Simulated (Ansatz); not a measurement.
What a trial cell of P relaxes into

Theory: DFT PBE, scalar-relativistic, plane waves, PAW (Ansatz 0.2.0). Cutoff 420 eV, Gaussian smearing, Γ-centred meshes. Cell and atoms relax first on a coarse mesh and then on a finer one. In between, the cell is made exact in the group found at 0.06 Å. In metals the finer mesh still leaves noise of several meV/atom or more. The steps can't lower the symmetry of their start. No spin polarisation.

Recipe of this trial structure of P: 4-, 6-connected net of one element (I4_1/amd, No. 141). Its size is a rough estimate.

```xyz
6
Lattice="-2.8378 2.8378 1.9650 2.8378 -2.8378 1.9650 2.8378 2.8378 -1.9650" Properties=species:S:1:pos:R:3 pbc="T T T"
P     0.0000    0.0000    0.0000
P     0.0000    2.8378    0.9825
P     2.8378    1.4189    0.4912
P     1.4189    2.8378   -0.4912
P     1.4189    0.0000    1.4737
P     0.0000    1.4189    2.4562
```

Energies count from the standard state of P at the same level. The references include black phosphorus.

**Question.** Which structure results?

**Answer.** The symmetry stays I4_1/amd (No. 141). The volume per atom grows by 43.5 %, from 10.5 to 15.1 Å³. The shortest distance goes from 2.05 Å (P–P) to 2.34 Å (P–P). The energy falls by about 0.96 eV/atom (the start's value is from the coarse mesh). Conventional cell: a = 6.242 Å, c = 4.664 Å. P on a site of symmetry -4m2 is surrounded by 4 P at 2.34 Å; P on a site of symmetry 2/m is surrounded by 2 P at 2.34 Å and 4 P at 2.50 Å.

```
P
1.0
    -3.12106    3.12106    2.33179
     3.12106   -3.12106    2.33179
     3.12106    3.12106   -2.33179
P
6
Direct
  0.00000 0.00000 0.00000
  0.75000 0.25000 0.50000
  0.37500 0.62500 0.75000
  0.37500 0.12500 0.75000
  0.37500 0.62500 0.25000
  0.87500 0.62500 0.25000
```

**Question.** Give its energy and gap.

**Answer.** The energy over the standard state is +0.23 eV/atom. The gap on the 10×10×10 mesh of the 6-atom cell is 0 eV (a metal).

So it is a metastable form at best.

The last run used Gaussian smearing of 0.10 eV. The reference form of P is held partly by dispersion forces, which this level lacks. Symmetry constrained the relaxation, so the result can be a saddle point. In all, the 3 runs took 65 s on 1 thread of Arm Neoverse V2, on a shared host.
